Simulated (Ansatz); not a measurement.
## Bi under changes of volume

One of the cells (40.900 Å³/atom); the others are scaled copies at fixed shape and fractional positions:

```
Bi
1.0
    -4.44975    4.44975    2.06563
     4.44975   -4.44975    2.06563
     4.44975    4.44975   -2.06563
Bi
4
Cartesian
  3.1535 1.2963 0.0000
  1.2963 3.1535 2.0656
  1.2963 5.7460 0.0000
  3.1535 -1.2963 2.0656
```

This isn't the form of Bi at room conditions, which is rhombohedral.

```yaml
Program: Ansatz 0.2.0
Functional: PBE
Potentials_or_basis: Ansatz PAW
Cutoff: "420 eV (not typed: the program's choice for these potentials)"
k_mesh: 7 × 7 × 7
Occupations: fermi-dirac, width 0.05 eV
Spin: no spin polarisation
```

| volume (Å³/atom) | energy over the lowest point (meV/atom) | pressure (GPa) | largest force (eV/Å) |
| --- | --- | --- | --- |
| 38.446 | 21.66 | 2.8 | 0.187 |
| 39.264 | 9.81 | 1.8 | 0.109 |
| 40.082 | 2.76 | 0.9 | 0.037 |
| 40.900 | 0.00 | 0.1 | 0.028 |
| 41.718 | 1.11 | -0.6 | 0.087 |
| 42.536 | ? | ? | ? |
| 43.354 | 13.42 | -1.8 | 0.190 |

Problem. What does the run at 42.536 Å³/atom give?

Solution. Energy over the lowest point 5.69 meV/atom; pressure -1.2 GPa; largest force 0.141 eV/Å.

Worked out: A Birch-Murnaghan fit of order 3 (a polynomial in V^(-2/3)) to the other rows has its minimum at 41.06 Å³/atom with B0 = V·E''(V) = 37 GPa and B' = 4.3 at fixed shape and positions, which overstates the stiffness. It gives 5.70 meV/atom at 42.536 Å³/atom, against the run's 5.69, and -dE/dV = -1.2 GPa, against -1.2.

Energies are extrapolated to zero smearing.
